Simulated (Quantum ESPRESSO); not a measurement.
# KTaO3 (Pm-3m) in Quantum ESPRESSO: notebook

One crystal, KTaO3, is run at these levels: PBE; tasks: phonons.

Everything below comes from runs of Quantum ESPRESSO 7.5. Logs are shortened: lines on timing, memory, paths and dates and some standing lists are left out, and cuts for length are marked.

## (1) The crystal as given

The structure is cubic, space group Pm-3m (No. 221). Conventional cell: a = 3.988 Å, b = 3.988 Å, c = 3.988 Å, α = 90.00°, β = 90.00°, γ = 90.00°. Ta (site symmetry m-3m) has 6 O at 1.99 Å as nearest neighbours. K (site symmetry m-3m) is surrounded by 12 O at 2.82 Å. Around O (site symmetry 4/mmm) lie 2 Ta at 1.99 Å.

## (2) Phonons, PBE

Input file pw.in:

```
&CONTROL
  calculation = 'scf'
  prefix = 'pwscf'
  outdir = './tmp'
  pseudo_dir = './pseudo'
  tprnfor = .true.
  tstress = .true.
  disk_io = 'low'
/
&SYSTEM
  ibrav = 0
  A = 3.9883
  nat = 5
  ntyp = 3
  ecutwfc = 60
  ecutrho = 480
  nbnd = 28
  occupations = 'smearing'
  smearing = 'fd'
  degauss = 0.00367493
/
&ELECTRONS
  conv_thr = 1d-09
  electron_maxstep = 120
  mixing_beta = 0.5
/
ATOMIC_SPECIES
Ta   180.9479 Ta_pbe_v1.uspp.F.UPF
K     39.0983 K.pbe-spn-kjpaw_psl.1.0.0.UPF
O     15.9990 O.pbe-n-kjpaw_psl.0.1.UPF
CELL_PARAMETERS alat
   1.0000000000    0.0000000000    0.0000000000
   0.0000000000    1.0000000000    0.0000000000
   0.0000000000    0.0000000000    1.0000000000
ATOMIC_POSITIONS alat
Ta     0.0000000000    0.0000000000    0.0000000000
K      0.5000000000    0.5000000000    0.5000000000
O      0.0000000000    0.0000000000    0.5000000000
O      0.0000000000    0.5000000000    0.0000000000
O      0.5000000000    0.0000000000    0.0000000000
K_POINTS automatic
4 4 4 1 1 1
```

Input file scf2.in:

```
&CONTROL
  calculation = 'scf'
  prefix = 'pwscf'
  outdir = './tmp'
  pseudo_dir = './pseudo'
  tprnfor = .true.
  tstress = .true.
  disk_io = 'low'
/
&SYSTEM
  ibrav = 0
  A = 3.9883
  nat = 5
  ntyp = 3
  ecutwfc = 60
  ecutrho = 480
  nbnd = 28
  occupations = 'fixed'
/
&ELECTRONS
  conv_thr = 1d-13
  electron_maxstep = 120
  mixing_beta = 0.5
  startingpot = 'file'
  startingwfc = 'file'
/
ATOMIC_SPECIES
Ta   180.9479 Ta_pbe_v1.uspp.F.UPF
K     39.0983 K.pbe-spn-kjpaw_psl.1.0.0.UPF
O     15.9990 O.pbe-n-kjpaw_psl.0.1.UPF
CELL_PARAMETERS alat
   1.0000000000    0.0000000000    0.0000000000
   0.0000000000    1.0000000000    0.0000000000
   0.0000000000    0.0000000000    1.0000000000
ATOMIC_POSITIONS alat
Ta     0.0000000000    0.0000000000    0.0000000000
K      0.5000000000    0.5000000000    0.5000000000
O      0.0000000000    0.0000000000    0.5000000000
O      0.0000000000    0.5000000000    0.0000000000
O      0.5000000000    0.0000000000    0.0000000000
K_POINTS automatic
4 4 4 1 1 1
```

Input file ph.in:

```
phonons of KTaO3
&INPUTPH
  prefix = 'pwscf'
  outdir = './tmp'
  tr2_ph = 1d-18
  fildyn = 'dyn'
  niter_ph = 90
  alpha_mix(1) = 0.7
  epsil = .true.
/
0.0000000000 0.0000000000 0.0000000000
```

Input file dynmat.in:

```
&INPUT
  fildyn = 'dyn'
  asr = 'crystal'
  lperm = .true.
  filout = 'dynmat.disp'
  fileig = 'dynmat.eig'
/
```

Input file dynmat_lo.in:

```
&INPUT
  fildyn = 'dyn'
  asr = 'crystal'
  filout = 'dynmat_lo.disp'
  fileig = 'dynmat_lo.eig'
  q(1) = 0
  q(2) = 0
  q(3) = 1
/
```

Potentials or basis: SSSP 1.3 efficiency PBE.

Command:

```
$ OMP_NUM_THREADS=1 mpirun -n 4 pw.x -nk 2 -in pw.in > pw.out
$ OMP_NUM_THREADS=1 mpirun -n 4 pw.x -nk 2 -in scf2.in > scf2.out
$ OMP_NUM_THREADS=1 mpirun -n 4 ph.x -nk 2 -in ph.in > ph.out
$ OMP_NUM_THREADS=1 mpirun -n 1 dynmat.x -in dynmat.in > dynmat.out
$ OMP_NUM_THREADS=1 mpirun -n 1 dynmat.x -in dynmat_lo.in > dynmat_lo.out
```

pw.out:

```text
This program is part of the open-source Quantum ESPRESSO suite
     for quantum simulation of materials; please cite
         "P. Giannozzi et al., J. Phys.:Condens. Matter 21 395502 (2009);
         "P. Giannozzi et al., J. Phys.:Condens. Matter 29 465901 (2017);
         "P. Giannozzi et al., J. Chem. Phys. 152 154105 (2020);
     in publications or presentations arising from this work. More details at

     file K.pbe-spn-kjpaw_psl.1.0.0.UPF: wavefunction(s)  3S renormalized
     file O.pbe-n-kjpaw_psl.0.1.UPF: wavefunction(s)  2P renormalized
     Message from routine setup:
     using ibrav=0 with symmetry is DISCOURAGED, use correct ibrav instead

     K-points division:     npool     =       2
     Subspace diagonalization in iterative solution of the eigenvalue problem:
     a serial algorithm will be used

     --------------------
     sticks:   dense  smooth     PW     G-vecs:    dense   smooth      PW
     Min        1088     542    152                38058    13478    2033
     Max        1089     543    153                38059    13483    2034
     Sum        2177    1085    305                76117    26961    4067

     Using Slab Decomposition

     bravais-lattice index     =            0
     lattice parameter (alat)  =       7.5368  a.u.
     unit-cell volume          =     428.1146 (a.u.)^3
     number of atoms/cell      =            5
     number of atomic types    =            3
     number of electrons       =        40.00
     number of Kohn-Sham states=           28
     kinetic-energy cutoff     =      60.0000  Ry
     charge density cutoff     =     480.0000  Ry
     scf convergence threshold =      1.0E-09
     mixing beta               =       0.5000
     number of iterations used =            8  plain     mixing
     Exchange-correlation= SLA  PW   PBX  PBC
                           (   1   4   3   4   0   0   0)

     celldm(1)=   7.536795  celldm(2)=   0.000000  celldm(3)=   0.000000
     celldm(4)=   0.000000  celldm(5)=   0.000000  celldm(6)=   0.000000

     crystal axes: (cart. coord. in units of alat)
               a(1) = (   1.000000   0.000000   0.000000 )
               a(2) = (   0.000000   1.000000   0.000000 )
               a(3) = (   0.000000   0.000000   1.000000 )

     reciprocal axes: (cart. coord. in units 2 pi/alat)
               b(1) = (  1.000000  0.000000  0.000000 )
               b(2) = (  0.000000  1.000000  0.000000 )
               b(3) = (  0.000000  0.000000  1.000000 )

     PseudoPot. # 1 for Ta read from file:
     Ta_pbe_v1.uspp.F.UPF
     Pseudo is Ultrasoft + core correction, Zval = 13.0
     Generated by new atomic code, or converted to UPF format
     Using radial grid of  921 points,  7 beta functions with:
                l(1) =   0
                l(2) =   0
                l(3) =   1
                l(4) =   1
                l(5) =   2
                l(6) =   2
                l(7) =   3
     Q(r) pseudized with  6 coefficients,  rinner =    1.300   1.300   1.300
                                                       1.300   1.300   1.300
                                                       1.300

     PseudoPot. # 2 for K  read from file:
     K.pbe-spn-kjpaw_psl.1.0.0.UPF
     Pseudo is Projector augmented-wave + core cor, Zval =  9.0
     Generated using "atomic" code by A. Dal Corso  v.5.1
     Shape of augmentation charge: PSQ
     Using radial grid of 1165 points,  6 beta functions with:
                l(1) =   0
                l(2) =   0
                l(3) =   1
                l(4) =   1
                l(5) =   2
                l(6) =   2
     Q(r) pseudized with 0 coefficients

     PseudoPot. # 3 for O  read from file:
     O.pbe-n-kjpaw_psl.0.1.UPF
     Pseudo is Projector augmented-wave + core cor, Zval =  6.0
     Generated using "atomic" code by A. Dal Corso  v.5.0.99 svn rev. 10869
     Shape of augmentation charge: BESSEL
     Using radial grid of 1095 points,  4 beta functions with:
                l(1) =   0
                l(2) =   0
                l(3) =   1
                l(4) =   1
     Q(r) pseudized with 0 coefficients

     atomic species   valence    mass     pseudopotential
     Ta               13.00   180.94790     Ta( 1.00)
     K                 9.00    39.09830     K ( 1.00)
     O                 6.00    15.99900     O ( 1.00)

     48 Sym. Ops., with inversion, found

   Cartesian axes

     site n.     atom                  positions (alat units)
         1        Ta     tau(   1) = (   0.0000000   0.0000000   0.0000000  )
         2        K      tau(   2) = (   0.5000000   0.5000000   0.5000000  )
         3        O      tau(   3) = (   0.0000000   0.0000000   0.5000000  )
         4        O      tau(   4) = (   0.0000000   0.5000000   0.0000000  )
         5        O      tau(   5) = (   0.5000000   0.0000000   0.0000000  )

     number of k points=     4  Fermi-Dirac smearing, width (Ry)=  0.0037
                       cart. coord. in units 2pi/alat
        k(    1) = (   0.1250000   0.1250000   0.1250000), wk =   0.2500000
        k(    2) = (   0.1250000   0.1250000   0.3750000), wk =   0.7500000
        k(    3) = (   0.1250000   0.3750000   0.3750000), wk =   0.7500000
        k(    4) = (   0.3750000   0.3750000   0.3750000), wk =   0.2500000

     Dense  grid:    76117 G-vectors     FFT dimensions: (  54,  54,  54)

     Smooth grid:    26961 G-vectors     FFT dimensions: (  40,  40,  40)

     Initial potential from superposition of free atoms

     starting charge      39.9801, renormalised to      40.0000

     negative rho (up, down):  9.266E-02 0.000E+00
     Starting wfcs are   33 randomized atomic wfcs
     Checking if some PAW data can be deallocated...

     Self-consistent Calculation

     iteration #  1     ecut=    60.00 Ry     beta= 0.50
     Davidson diagonalization with overlap
     ethr =  1.00E-02,  avg # of iterations =  5.2

     negative rho (up, down):  9.528E-02 0.000E+00

     total energy              =    -379.79055976 Ry
     estimated scf accuracy    <       1.67078916 Ry

     iteration #  2     ecut=    60.00 Ry     beta= 0.50
     Davidson diagonalization with overlap
     ethr =  4.18E-03,  avg # of iterations =  2.0

     negative rho (up, down):  9.656E-02 0.000E+00

     total energy              =    -380.22303340 Ry
     estimated scf accuracy    <       1.03700870 Ry

     iteration #  3     ecut=    60.00 Ry     beta= 0.50
     Davidson diagonalization with overlap
     ethr =  2.59E-03,  avg # of iterations =  1.8

     negative rho (up, down):  9.725E-02 0.000E+00

     total energy              =    -380.43845774 Ry
     estimated scf accuracy    <       0.02718135 Ry

     iteration #  4     ecut=    60.00 Ry     beta= 0.50
     Davidson diagonalization with overlap
     ethr =  6.80E-05,  avg # of iterations =  8.0

     negative rho (up, down):  9.877E-02 0.000E+00

     total energy              =    -380.44050545 Ry
     estimated scf accuracy    <       0.00534492 Ry

     iteration #  5     ecut=    60.00 Ry     beta= 0.50
     Davidson diagonalization with overlap
     ethr =  1.34E-05,  avg # of iterations =  2.8

     negative rho (up, down):  9.882E-02 0.000E+00

     total energy              =    -380.44129801 Ry
     estimated scf accuracy    <       0.00113958 Ry

     iteration #  6     ecut=    60.00 Ry     beta= 0.50
     Davidson diagonalization with overlap
     ethr =  2.85E-06,  avg # of iterations =  5.5

     negative rho (up, down):  9.892E-02 0.000E+00

     total energy              =    -380.44133842 Ry
     estimated scf accuracy    <       0.00010131 Ry

     iteration #  7     ecut=    60.00 Ry     beta= 0.50
     Davidson diagonalization with overlap
     ethr =  2.53E-07,  avg # of iterations =  3.2

     negative rho (up, down):  9.893E-02 0.000E+00

     total energy              =    -380.44138344 Ry
     estimated scf accuracy    <       0.00005711 Ry

     iteration #  8     ecut=    60.00 Ry     beta= 0.50
     Davidson diagonalization with overlap
     ethr =  1.43E-07,  avg # of iterations =  1.2

     negative rho (up, down):  9.896E-02 0.000E+00

     total energy              =    -380.44138253 Ry
     estimated scf accuracy    <       0.00000971 Ry

     iteration #  9     ecut=    60.00 Ry     beta= 0.50
     Davidson diagonalization with overlap
     ethr =  2.43E-08,  avg # of iterations =  2.8

     negative rho (up, down):  9.896E-02 0.000E+00

     total energy              =    -380.44138477 Ry
     estimated scf accuracy    <       0.00000004 Ry

     iteration # 10     ecut=    60.00 Ry     beta= 0.50
     Davidson diagonalization with overlap
     ethr =  9.88E-11,  avg # of iterations =  4.2

     negative rho (up, down):  9.895E-02 0.000E+00

     total energy              =    -380.44138474 Ry
     estimated scf accuracy    <       0.00000013 Ry

     iteration # 11     ecut=    60.00 Ry     beta= 0.50
     Davidson diagonalization with overlap
     ethr =  9.88E-11,  avg # of iterations =  2.5

     negative rho (up, down):  9.895E-02 0.000E+00

     total energy              =    -380.44138476 Ry
     estimated scf accuracy    <          2.3E-09 Ry

     iteration # 12     ecut=    60.00 Ry     beta= 0.50
     Davidson diagonalization with overlap
     ethr =  5.75E-12,  avg # of iterations =  2.8

     negative rho (up, down):  9.895E-02 0.000E+00

     End of self-consistent calculation

          k = 0.1250 0.1250 0.1250 (  3356 PWs)   bands (ev):

   -58.6920 -25.2091 -25.2086 -25.2086 -18.4659  -8.5307  -7.8875  -7.8875
    -2.0301  -2.0301  -1.9487   5.8768   6.0864   6.0864   7.0142   7.0142
     7.2562   7.8960   7.8960   7.9157  11.8325  11.9492  11.9492  16.3254
    16.6094  16.6094  17.5119  17.5119

          k = 0.1250 0.1250 0.3750 (  3363 PWs)   bands (ev):

   -58.6916 -25.2732 -25.2063 -25.2060 -18.4489  -8.4080  -7.8664  -7.2817
    -2.0317  -1.9886  -1.9099   3.8685   5.6208   5.9497   6.1420   6.2571
     7.1388   7.5590   7.7920   7.8470  12.0061  13.6279  13.6571  16.6384
    17.5106  18.2432  18.4111  19.4299

          k = 0.1250 0.3750 0.3750 (  3365 PWs)   bands (ev):

   -58.6912 -25.2703 -25.2699 -25.2036 -18.4376  -8.1363  -7.3342  -7.2832
    -2.0597  -2.0494  -1.9403   3.8352   3.9046   4.7026   5.7909   5.9009
     6.5686   7.6821   7.7526   8.5941  13.6688  13.7323  14.6671  17.2293
    18.7737  18.9532  19.4425  19.5772

          k = 0.3750 0.3750 0.3750 (  3346 PWs)   bands (ev):

   -58.6909 -25.2675 -25.2672 -25.2672 -18.4266  -7.3954  -7.2316  -7.2316
    -2.2103  -2.2103  -2.1014   3.8535   3.9154   3.9154   4.9389   5.1500
     5.1500   8.5272   8.5272   8.6638  14.6654  14.7710  14.7710  18.2484
    18.3462  18.3462  20.4111  20.7400

     the Fermi energy is     9.9293 ev

!    total energy              =    -380.44138476 Ry
     estimated scf accuracy    <          1.0E-11 Ry
     smearing contrib. (-TS)   =      -0.00000000 Ry
     internal energy E=F+TS    =    -380.44138476 Ry

     The total energy is F=E-TS. E is the sum of the following terms:
     one-electron contribution =     -69.70175343 Ry
     hartree contribution      =      56.63497480 Ry
     xc contribution           =     -76.05492898 Ry
     ewald contribution        =    -207.36447283 Ry
     one-center paw contrib.   =     -83.95520432 Ry

     convergence has been achieved in  12 iterations

     negative rho (up, down):  9.895E-02 0.000E+00

     Forces acting on atoms (cartesian axes, Ry/au):

     atom    1 type  1   force =     0.00000000    0.00000000    0.00000000
     atom    2 type  2   force =     0.00000000    0.00000000    0.00000000
     atom    3 type  3   force =     0.00000000    0.00000000    0.00000000
     atom    4 type  3   force =     0.00000000    0.00000000    0.00000000
     atom    5 type  3   force =     0.00000000    0.00000000    0.00000000

     Total force =     0.000000     Total SCF correction =     0.000000

     Computing stress (Cartesian axis) and pressure

     negative rho (up, down):  9.895E-02 0.000E+00
          total   stress  (Ry/bohr**3)                   (kbar)     P=       52.06
   0.00035390   0.00000000   0.00000000           52.06        0.00        0.00
   0.00000000   0.00035390   0.00000000            0.00       52.06        0.00
   0.00000000   0.00000000   0.00035390            0.00        0.00       52.06

=------------------------------------------------------------------------------=
   JOB DONE.
=------------------------------------------------------------------------------=
```

Run time: 16 min. Hardware: 4 MPI ranks of Intel Xeon at 2.50GHz (Skylake/Cascade Lake), shared host; peak memory 0.76 GiB.

What came out:

```yaml
Free_energy: -5176.1687 eV
Pressure_after_relaxing: 5.2 GPa
Electronic_dielectric_tensor_diagonal: 5.14
Born_charges_mean_of_the_diagonal: Ta +8.50; K +1.15; O -3.14 e
Highest_phonon_frequency_at_Γ_LO-TO_splitting_left_out: 547 cm⁻¹
Static_dielectric_tensor_diagonal: 76.95
```

Levels at points of the mesh, in eV from the valence-band top:
```
           k point  band 17  band 18  band 19  band 20  band 21  band 22  band 23  band 24
(0.12, 0.12, 0.12)    -1.41    -0.77    -0.77    -0.75     3.17     3.29     3.29     7.66
```

Phonon frequencies in cm⁻¹ (negative: imaginary):
```tsv
q point	frequencies
(0.000, 0.000, 0.000)	-2 -2 -2 143 143 143 194 194 194 275 275 275 547 547 547
```

Electronic dielectric tensor:
```
5.14 0.00 0.00
0.00 5.14 0.00
0.00 0.00 5.14
```

Born effective charge tensors (e):
atom 1, Ta
```
8.50 0.00 0.00
0.00 8.50 0.00
0.00 0.00 8.50
```
atom 2, K
```
1.15 0.00 0.00
0.00 1.15 0.00
0.00 0.00 1.15
```
atom 3, O
```
-1.61  0.00  0.00
 0.00 -1.61  0.00
 0.00  0.00 -6.19
```
atom 4, O
```
-1.61  0.00  0.00
 0.00 -6.19  0.00
 0.00  0.00 -1.61
```
atom 5, O
```
-6.19  0.00  0.00
 0.00 -1.61  0.00
 0.00  0.00 -1.61
```

Optical modes at Γ, degenerate ones joined, polar ones without the macroscopic field:
```csv
cm⁻¹,components,symmetry,active in,"IR intensity, summed ((D/Å)²/amu)"
143,3,T1u,IR,98.92
194,3,T1u,IR,50.12
275,3,T2u,silent,0.00
547,3,T1u,IR,72.70
```

Zone-centre frequencies without and with the macroscopic field along z (cm⁻¹):
|  | optical modes in rising order |
| --- | --- |
| without | 143 143 143 194 194 194 275 275 275 547 547 547 |
| with the field | 143 143 178 194 194 275 275 275 414 547 547 798 |

Static dielectric tensor, electrons and zone-centre modes:
```
76.95  0.00  0.00
 0.00 76.95  0.00
 0.00  0.00 76.95
```

Caveat: the mesh is thin for the dielectric tensor, Born charges and intensities, which usually come out too large; the cell is more than 3 GPa from zero pressure, which shifts response properties; the Born charges break their sum rule by 0.23 e, a sign of too thin a mesh. Spin-orbit coupling is left out, which matters for the levels of Ta.

(Continued in part 2 of 4.)
